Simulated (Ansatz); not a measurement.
# BaTiO₃: course of a relaxation

Theory: Ansatz, DFT PBE, scalar-relativistic, plane waves, PAW. (420 eV cutoff, 8×8×6 k-mesh, Gaussian smearing of 0.02 eV, no spin polarisation)

What was changed: strain along c alone, the other axes held, atoms relaxed: -1.5 %.

Command:

```bash
ansatz run input.yaml --threads 1 --pin off --max-ram 2560MiB --backend cpu --events-out ev --progress --plain --runs-dir out
```

Input:

```yaml
crystal:
  lattice:
    - [3.9854497974, 0.0, 0.0]
    - [0.0, 3.9854497974, 0.0]
    - [0.0, 0.0, 4.137475405]
  atoms:
    - { symbol: Ba, position: [0.5, 0.5, 0.5912757143] }
    - { symbol: Ti, position: [0.0, 0.0, 0.1084227174] }
    - { symbol: O, position: [0.0, 0.5, 0.0602445497] }
    - { symbol: O, position: [0.5, 0.0, 0.0602445497] }
    - { symbol: O, position: [0.0, 0.0, 0.5398094588] }
basis:
  ecutwfc: 420
kpoints:
  mp_grid: { grid: [8, 8, 6] }
hamiltonian:
  xc: pbe
scf:
  occupations: { method: gaussian, width: 0.02 }
output:
  forces: true
  stress: true
  eigenvalues: true
relax:
  adjacent_minimum: "off"
  f_tol: 0.008
  max_steps: 40
```

F is the free energy.

Steps:

```
step F − F(1) (eV) largest force component (eV/Å)
   1         0.0000                           0.481
   2        -0.0027                           0.452
   3        -0.0066                           0.250
   4        -0.0085                           0.023
   5        -0.0085                           0.023
   6        -0.0086                           0.001
```

Relaxed structure:

```
CELL_PARAMETERS angstrom
3.98545 0.00000 0.00000
0.00000 3.98545 0.00000
0.00000 0.00000 4.13748
ATOMIC_POSITIONS crystal
Ba 0.50000 0.50000 0.58714
Ti 0.00000 0.00000 0.10454
O 0.00000 0.50000 0.06162
O 0.50000 0.00000 0.06162
O 0.00000 0.00000 0.54507
```

The structure is tetragonal, space group P4mm (No. 99). The conventional cell has a = 3.985 Å, b = 3.985 Å, c = 4.137 Å, α = 90.00°, β = 90.00°, γ = 90.00°. Around Ba (site symmetry 4mm) lie 12 O at 2.80 to 2.95 Å. Ti (site symmetry 4mm) is surrounded by 5 O at 1.82 to 2.00 Å. Around O (site symmetry 2mm) lie 2 Ti at 2.00 Å. Around O (site symmetry 4mm) lie 1 Ti at 1.82 Å.

The run converged. The run took 79 s on 1 thread of Intel(R) Xeon(R) Platinum 8259CL CPU @ 2.50GHz (Skylake/Cascade Lake), on a shared host, peak memory 0.45 GiB.